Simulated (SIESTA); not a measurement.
**Sb under changes of volume**

One of the cells (32.186 Å³/atom); the others are scaled copies at fixed shape and fractional positions:

```
CELL_PARAMETERS angstrom
3.18093 0.00000 0.00000
0.00000 3.18093 0.00000
0.00000 0.00000 3.18093
ATOMIC_POSITIONS crystal
Sb 0.00000 0.00000 0.00000
```

This isn't the form of Sb at room conditions, which is rhombohedral.

```yaml
Program: SIESTA 5.4.2
Functional: PBE
Potentials_or_basis: PseudoDojo 0.4 standard (PBE files)
Basis: DZP (energy shift 0.002 Ry)
Grid_cutoff: 500 Ry
Energy_shift: 0.002 Ry
k_mesh: 8 × 8 × 8
Occupations: fermi-dirac, width 0.05 eV
Spin: no spin polarisation
```

| volume (Å³/atom) | energy over the lowest point (meV/atom) | pressure (GPa) |
| --- | --- | --- |
| 29.661 | 9.56 | 2.5 |
| 30.292 | ? | ? |
| 30.923 | 0.00 | 0.0 |
| 32.186 | 8.70 | -2.1 |
| 32.817 | 18.73 | -2.9 |
| 33.448 | 31.96 | -3.7 |

**Question.** What does the run at 30.292 Å³/atom give?

**Answer.** Energy over the lowest point 2.21 meV/atom; pressure 1.2 GPa.

Worked out: A Birch-Murnaghan fit of order 3 (a polynomial in V^(-2/3)) to the other rows has its minimum at 30.91 Å³/atom with B0 = V·E''(V) = 57 GPa and B' = 4.6. It gives 2.23 meV/atom at 30.292 Å³/atom, against the run's 2.21, and -dE/dV = 1.2 GPa, against 1.2.

Energies are extrapolated to zero smearing.

Caveats: semicore shells carry a single zeta, which can move pressures by several GPa and volumes by a few percent; the basis of atomic orbitals isn't converged, which shifts pressures, moduli and gaps.
